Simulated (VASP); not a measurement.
# Au (P-1) in VASP: equation of state with PBEsol+D3(BJ)

Aim: the equation of state of Au with PBEsol+D3(BJ).

Everything below comes from runs of VASP 6.6.1. Logs are shortened: lines on timing, memory, paths and dates and some standing lists are left out, and cuts for length are marked.

## (1) Starting point

The typed cell holds 2 atoms: a = 2.893 Å, b = 2.893 Å, c = 5.010 Å, α = 73.22°, β = 73.22°, γ = 60.00°.

## (2) Equation of state, PBEsol+D3(BJ)

Contents of run.py:

```python
from ase.calculators.vasp import Vasp
from ase.eos import EquationOfState
from ase.io import Trajectory
from ase.spacegroup import crystal
from ase.units import GPa

atoms = crystal(
    ['Au'],
    basis=[[0.24502852, 0.27451619, 0.2364007]],
    spacegroup=2,
    setting=1,
    cellpar=[2.89277384, 2.89277384, 5.01043127, 73.22134512, 73.22134512, 60.0],
    primitive_cell=True,
)
calc = Vasp(
    directory='calc',
    xc='pbesol',
    pp='PBE',
    setups='minimal',
    prec='Accurate',
    encut=500,
    ediff=1e-06,
    ismear=1,
    sigma=0.2,
    lreal=False,
    lasph=True,
    nelm=100,
    algo='Fast',
    isif=2,
    lwave=False,
    lcharg=False,
    ivdw=12,
    kpts=[11, 11, 6],
    gamma=True,
)
atoms.calc = calc
cell = atoms.cell.copy()
volumes, energies = [], []
traj = Trajectory('eos.traj', 'w')
for x in [0.94, 0.96, 0.98, 1.0, 1.02, 1.04, 1.06]:
    atoms.set_cell(cell * x ** (1 / 3), scale_atoms=True)
    volumes.append(atoms.get_volume())
    energies.append(atoms.get_potential_energy())
    traj.write(atoms)
    print(f'{x:5.2f} {volumes[-1]:12.5f} {energies[-1]:14.6f}')

v0, e0, B = EquationOfState(volumes, energies, eos='murnaghan').fit()
print(f'V0 = {v0:.4f} A^3, E0 = {e0:.6f} eV, B = {B / GPa:.2f} GPa')
```

Potentials or basis: VASP PAW PBE potentials, release 64 (Au).

Started as:

```sh
$ python run.py
```

The log of the run:

```text
0.94     32.18002      -9.037751
 0.96     32.86470      -9.055893
 0.98     33.54938      -9.055759
 1.00     34.23406      -9.039756
 1.02     34.91874      -9.010001
 1.04     35.60343      -8.968300
 1.06     36.28811      -8.916252
V0 = 33.1963 A^3, E0 = -9.057961 eV, B = 193.36 GPa
```

OUTCAR:

```text
ENCUT = 500.000000
   EDIFF = 1.00e-06
   GGA = PS
   PREC = Accurate
   ISIF = 2
   ISMEAR = 1
   NELM = 100
   IVDW = 12
   LASPH = .TRUE.
   LREAL = .FALSE.
 IVDW          = 12

 ion  position               nearest neighbor table
   1  0.245  0.275  0.236-   2 2.81   2 2.82   2 2.91   2 3.00   2 3.09   2 3.09
   2  0.755  0.725  0.764-   1 2.81   1 2.82   1 2.91   1 3.00   1 3.09   1 3.09

  LATTYP: Found a trigonal (rhomboedric) cell.
 ALAT       =     5.1086999681
 COS(alpha) =     0.8333333336

  Lattice vectors:

 A1 = (  -1.4747546486,   0.8514499947,   4.8165285213)
 A2 = (   0.0000000012,  -1.7028999874,   4.8165285213)
 A3 = (   1.4747546510,   0.8514499947,   4.8165285213)

Analysis of symmetry for initial positions (statically):
=====================================================================
 Subroutine PRICEL returns:
 Original cell was already a primitive cell.

 Routine SETGRP: Setting up the symmetry group for a
 trigonal (rhombohedral) supercell.

 Subroutine GETGRP returns: Found  2 space group operations
 (whereof  2 operations were pure point group operations)
 out of a pool of 12 trial point group operations.

The static configuration has the point symmetry S_2 .

Analysis of symmetry for dynamics (positions and initial velocities):
=====================================================================
 Subroutine PRICEL returns:
 Original cell was already a primitive cell.

 Routine SETGRP: Setting up the symmetry group for a
 trigonal (rhombohedral) supercell.

 Subroutine GETGRP returns: Found  2 space group operations
 (whereof  2 operations were pure point group operations)
 out of a pool of 12 trial point group operations.

The dynamic configuration has the point symmetry S_2 .

 Subroutine INISYM returns: Found  2 space group operations
 (whereof  2 operations are pure point group operations),
 and found     1 'primitive' translations

----------------------------------------------------------------------------------------

                                     Primitive cell

  volume of cell :      36.2881

  direct lattice vectors                    reciprocal lattice vectors
     2.949509300  0.000000000  0.000000000     0.339039446 -0.195744516 -0.069206137
     1.474754650  2.554349982  0.000000000     0.000000000  0.391489031 -0.069206137
     1.474754651  0.851449995  4.816528521     0.000000000  0.000000000  0.207618411

  length of vectors
     2.949509300  2.949509300  5.108699969     0.397558991  0.397558991  0.207618411

  position of ions in fractional coordinates (direct lattice)
     0.245028520  0.274516190  0.236400700
     0.754971480  0.725483810  0.763599300

  ion indices of the primitive-cell ions
   primitive index   ion index
                 1           1
                 2           2

----------------------------------------------------------------------------------------

 KPOINTS: KPOINTS created by Atomic Simulation Env

Automatic generation of k-mesh.
 Grid dimensions read from file:
 generate k-points for:   11   11    6

 Generating k-lattice:

[... 65 lines left out ...]
   k-points           NKPTS =    364   k-points in BZ     NKDIM =    364   number of bands    NBANDS=     15
   number of dos      NEDOS =    301   number of ions     NIONS =      2
   total plane-waves  NPLWV =  23040
   dimension x,y,z NGX =    24 NGY =   24 NGZ =   40
   dimension x,y,z NGXF=    48 NGYF=   48 NGZF=   80
   ions per type =               2
   NGX,Y,Z   is equivalent  to a cutoff of  13.53, 13.53, 13.02 a.u.
   NGXF,Y,Z  is equivalent  to a cutoff of  27.05, 27.05, 26.03 a.u.
 SYSTEM =  unknown system
   PREC   = accura    normal or accurate (medium, high low for compatibility)
   ISTART =      0    job   : 0-new  1-cont  2-samecut
   ICHARG =      2    charge: 1-file 2-atom 10-const
   ISPIN  =      1    spin polarized calculation?
   LNONCOLLINEAR =      F non collinear calculations
   LSORBIT =      F    spin-orbit coupling
   LASPH  =      T    aspherical Exc in radial PAW
   ENCUT  =  500.0 eV  36.75 Ry    6.06 a.u.   5.38  5.38  9.31*2*pi/ulx,y,z
   NELM   =    100;   NELMIN=  2; NELMDL=  0     # of ELM steps
   EDIFF  = 0.1E-05   stopping-criterion for ELM
   LREAL  =      F    real-space projection
   EDIFFG = 0.1E-04   stopping-criterion for IOM
   NSW    =      0    number of steps for IOM
   IBRION =     -1    ionic relax: 0-MD 1-quasi-New 2-CG
   NFREE  =      0    steps in history (QN), initial steepest desc. (CG)
   ISIF   =      2    stress and relaxation
   ISYM   =      2    0-nonsym 1-usesym 2-fastsym
   POTIM  = 0.5000    time-step for ionic-motion
   TEBEG  =    0.0;   TEEND  =   0.0 temperature during run
   PSTRESS=    0.0 pullay stress
   NELECT =      22.0000    total number of electrons
   NUPDOWN=      -1.0000    fix difference up-down
   EMIN   =  10.00;   EMAX   =-10.00  energy-range for DOS
   EFERMI =   0.00;   METHOD = LEGACY
   ISMEAR =     1;   SIGMA  =   0.20  broadening in eV -4-tet -1-fermi 0-gaus
   EFERMI_NEDOS =   21; number of points for ismear=-14 and -15
   IALGO  =     68    algorithm
   IMIX   =      4    mixing-type and parameters
     AMIX     =   0.40;   BMIX     =  1.00
     AMIX_MAG =   1.60;   BMIX_MAG =  1.00
  volume/ion in A,a.u.               =      18.14       122.44
  Fermi-wavevector in a.u.,A,eV,Ry     =   1.385567  2.618343 26.120420  1.919797
  Thomas-Fermi vector in A             =   2.509965
   LORBIT       =      0    0 simple, 1 ext, 2 COOP (PROOUT), +10 PAW based schemes
   GGA     = PS    functional components
   LHFCALC =     F    Hartree Fock is set to
   AEXX    =    0.0000 exact exchange contribution
   IVDW    =    12    specifies the selected vdW correction
   LEPSILON=     F    determine dielectric tensor
   LRPA    =     F    only Hartree local field effects (RPA)
 non-spin polarized calculation
 RMM-DIIS sequential band-by-band and
 Methfessel and Paxton  Order N= 1 SIGMA  =   0.20
  energy-cutoff  :      500.00
  volume of cell :       36.29
 maximum number of plane-waves:       954
 NGX is ok and might be reduce to    24
   NGX = 11   NGY = 11   NGZ = 19

 number of electron      22.0000002 magnetization

 Free energy of the ion-electron system (eV)
  ---------------------------------------------------
  ext. energy  EPLUGINS =         0.00000000
  ---------------------------------------------------
  free energy    TOTEN  =        -7.73140878 eV

  energy without entropy =       -7.73255666  energy(sigma->0) =       -7.73179141

 E-fermi :   8.3283     XC(G=0): -12.5071

 val. band max:        8.3258561220   @ k =   0.0909   0.0909   0.0000
 cond. band min:       8.3286337403   @ k =  -0.3636  -0.1818   0.1667
 fundamental gap:      0.0027776183
 Fermi energy:         8.3283191361

 k-point     1 :       0.0000    0.0000    0.0000
  band No.  band energies     occupation
      1      -1.0282      2.00000
      2       1.4632      2.00000
      3       3.8541      2.00000
      4       3.8547      2.00000
      5       3.8626      2.00000
      6       3.8713      2.00000
      7       3.9549      2.00000
      8       5.2433      2.00000
      9       5.3163      2.00000
     10       6.3285      2.00000
     11       6.4130      2.00000
     12       7.5734      2.00000
     13      10.9434     -0.00000
     14      22.2560      0.00000
[... 401 lines left out ...]
      2       2.7822      2.00000
      3       2.8942      2.00000
      4       3.1625      2.00000
      5       3.6708      2.00000
      6       3.9921      2.00000
      7       4.9839      2.00000
      8       5.5163      2.00000
      9       5.9771      2.00000
     10       6.2402      2.00000
     11       8.9550     -0.00009
     12      10.6897     -0.00000
     13      12.6391      0.00000
     14      15.6974      0.00000
     15      17.1917      0.00000

 [... further k-points ...]

------------------------ aborting loop because EDIFF is reached ----------------------------------------

 Edisp (eV)   -1.18446

 E8    (eV) :    -0.8003

  FORCE on cell =-STRESS in cart. coord.  units (eV):
  Direction    XX          YY          ZZ          XY          YZ          ZX
  --------------------------------------------------------------------------------------
  -------------------------------------------------------------------------------------
  Total      -3.15182    -3.33764    -2.65055     0.01328    -0.08947     0.01517
  in kB    -139.15780  -147.36220  -117.02598     0.58633    -3.95020     0.66965
  external pressure =     -134.52 kB  Pullay stress =        0.00 kB

 VOLUME and BASIS-vectors are now :
 -----------------------------------------------------------------------------
  energy-cutoff  :      500.00
  volume of cell :       36.29
      direct lattice vectors                 reciprocal lattice vectors
     2.949509300  0.000000000  0.000000000     0.339039446 -0.195744516 -0.069206137
     1.474754650  2.554349982  0.000000000     0.000000000  0.391489031 -0.069206137
     1.474754651  0.851449995  4.816528521     0.000000000  0.000000000  0.207618411

 POSITION                                       TOTAL-FORCE (eV/Angst)
 -----------------------------------------------------------------------------------
      1.47619      0.90249      1.13863        -0.006531     -0.091990      0.751483
      4.42283      2.50331      3.67790         0.006531      0.091990     -0.751483
 -----------------------------------------------------------------------------------
    total drift:                                0.000000      0.000000     -0.000000

  FREE ENERGIE OF THE ION-ELECTRON SYSTEM (eV)
  ---------------------------------------------------
  free  energy   TOTEN  =        -8.9158698625 eV

  energy  without entropy=       -8.9170177414  energy(sigma->0) =       -8.91625249
```

INCAR:

```text
ENCUT = 500.000000
SIGMA = 0.200000
EDIFF = 1.00e-06
ALGO = Fast
GGA = PS
PREC = Accurate
ISIF = 2
ISMEAR = 1
NELM = 100
IVDW = 12
LASPH = .TRUE.
LCHARG = .FALSE.
LWAVE = .FALSE.
LREAL = .FALSE.
```

Run time: 11 min. Hardware: 1 thread of Intel Xeon Platinum 8488C (Sapphire Rapids), shared host; peak memory 0.29 GiB.

What came out:

| Property | Result |
| --- | --- |
| Equilibrium volume | 16.60 Å³/atom |
| Bulk modulus at fixed shape and positions | 193 GPa |
| Pressure derivative of the bulk modulus | 5.8 |

Energy against volume, from the lowest point:
| volume (Å³/atom) | energy (meV/atom) |
| --- | --- |
| 16.090 | 9.07 |
| 16.432 | 0.00 |
| 16.775 | 0.07 |
| 17.117 | 8.07 |
| 17.459 | 22.95 |
| 17.802 | 43.80 |
| 18.144 | 69.82 |

Caveat: the cell was scaled at fixed shape and fractional positions, which overstates the stiffness of a crystal with free parameters, most of all of layers and chains; the PAW data sets were made with another functional, which shifts forces and pressure a little. Spin-orbit coupling is left out, which matters for the levels of Au.
